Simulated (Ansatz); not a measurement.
`C1=CCC1`: measurement beside calculation (Ansatz, PBE0-D4/def2-TZVP geometry).

```xyz
10

C     1.106   -0.181    0.197
C     0.094   -0.708    0.886
C    -0.970   -0.028    0.061
C     0.213    0.588   -0.744
H     2.185   -0.264    0.272
H     0.038   -1.383    1.733
H    -1.592    0.698    0.592
H    -1.622   -0.690   -0.515
H     0.258    0.290   -1.795
H     0.288    1.678   -0.688
```

Enthalpy of formation at 298 K: 37.4 kcal/mol (zero for an element's reference state; older measured values of the G2 set, as listed by Staroverov and co-workers, J. Chem. Phys. 119, 12129, 2003). With their computed zero-point and thermal terms and the atoms' enthalpies of Curtiss and co-workers (1997) it gives an electronic atomization energy of 1001.7 kcal/mol.

| level | atomization (kcal/mol) | error | error per bond |
| --- | --- | --- | --- |
| LDA (SPW92) | 1145.0 | 143.4 | 14.3 |
| PBE-D4 | 1028.4 | 26.7 | 2.7 |
| revPBE-D4 | 1005.0 | 3.3 | 0.3 |
| BLYP-D4 | 997.6 | -4.1 | -0.4 |
| r2SCAN-D4 | 1003.4 | 1.7 | 0.2 |
| B97M-V | 1003.2 | 1.6 | 0.2 |
| PBE0-D4 | 1013.0 | 11.4 | 1.1 |
| B3LYP-D4 | 1000.7 | -1.0 | -0.1 |
| r2SCANh-D4 | 998.9 | -2.8 | -0.3 |
| r2SCAN0-D4 | 992.4 | -9.2 | -0.9 |
| HSE06-D4 | 1013.8 | 12.1 | 1.2 |
| BHLYP-D4 | 973.9 | -27.7 | -2.8 |
| CAM-B3LYP-D4 | 1003.9 | 2.3 | 0.2 |
| ωB97X-V | 1001.3 | -0.3 | 0.0 |
| ωB97M-V | 1003.6 | 1.9 | 0.2 |
| B2PLYP | 992.1 | -9.6 | -1.0 |
| PBE-QIDH | 1003.3 | 1.6 | 0.2 |
| PBE | 1024.6 | 22.9 | 2.3 |
| revPBE | 990.9 | -10.7 | -1.1 |
| BLYP | 988.8 | -12.9 | -1.3 |
| r2SCAN | 1002.5 | 0.8 | 0.1 |
| PBE0 | 1009.9 | 8.3 | 0.8 |
| B3LYP | 994.6 | -7.1 | -0.7 |
| r2SCANh | 997.9 | -3.7 | -0.4 |
| r2SCAN0 | 991.4 | -10.3 | -1.0 |
| HSE06 | 1010.9 | 9.3 | 0.9 |
| BHLYP | 969.8 | -31.9 | -3.2 |
| CAM-B3LYP | 1000.9 | -0.8 | -0.1 |
| LC-ωPBE | 1004.2 | 2.5 | 0.2 |
| HF/def2-TZVPP | 746.0 | -255.6 | -25.6 |
| MP2/def2-TZVPP | 993.0 | -8.7 | -0.9 |
| SCS-MP2/def2-TZVPP | 986.9 | -14.8 | -1.5 |
| CCSD/def2-TZVPP | 962.5 | -39.2 | -3.9 |
| CCSD(T)/def2-TZVPP | 977.1 | -24.6 | -2.5 |
| HF/def2-QZVPP | 746.9 | -254.8 | -25.5 |
| MP2/def2-QZVPP | 1005.8 | 4.2 | 0.4 |
| SCS-MP2/def2-QZVPP | 1001.4 | -0.3 | 0.0 |
| HF/CBS(def2) | 747.0 | -254.6 | -25.5 |
| MP2/CBS(def2) | 1014.9 | 13.2 | 1.3 |
| CCSD/CBS(def2) | 984.4 | -17.3 | -1.7 |
| CCSD(T)/CBS(def2) | 999.0 | -2.7 | -0.3 |

Functionals use def2-TZVPP; B3LYP here is the variant with VWN-RPA as its local correlation; programs differ in this. The calculations leave out spin–orbit coupling, scalar relativity and, for the correlated methods, core correlation; together these are worth up to about 1 kcal/mol a heavy atom. HSE06 is defined as in plane-wave codes. CBS adds triple-zeta CCSD(T) − MP2 to the MP2 limit. T1 = 0.010.
